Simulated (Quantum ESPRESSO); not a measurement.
Crystal: SnSe.

```xyz
2
Lattice="0.0000 3.3908 3.3908 3.3908 0.0000 3.3908 3.3908 3.3908 0.0000" Properties=species:S:1:pos:R:3 pbc="T T T"
Sn    0.0000    0.0000    0.0000
Se    5.0863    5.0863    5.0863
```

The cell was built by a generator and needn't be a form met in nature.

- Program: Quantum ESPRESSO 7.5
- Task: phonons
- Functional: PBE
- Potentials or basis: GBRV 1.5 PBE
- Cutoff: 612 eV
- Density cutoff: 4898 eV
- k mesh: 4 × 4 × 4, shifted
- Occupations: fermi-dirac, width 0.05 eV
- Spin: no spin polarisation
- Mixing beta: 0.5
- Most SCF iterations: 120
- SCF threshold: 4e-10 Ry

The first run showed a gap, so the response started from a second, tighter run with fixed occupations.

Q: Which optical modes does the crystal have at the zone centre, and which show in infrared and Raman spectra?

A: The optical modes are T2. Infrared active: T2. Raman active: T2.

Optical modes at Γ, degenerate ones joined, polar ones without the macroscopic field:
| cm⁻¹ | components | symmetry | active in | IR intensity, summed ((D/Å)²/amu) |
| --- | --- | --- | --- | --- |
| 114 | 3 | T2 | IR and Raman | 7.60 |

Zone-centre frequencies without and with the macroscopic field along z (cm⁻¹):
|  | optical modes in rising order |
| --- | --- |
| without | 114 114 114 |
| with the field | 114 114 140 |

Caveat: the cutoff lies well under what these potentials need, so the values aren't converged.
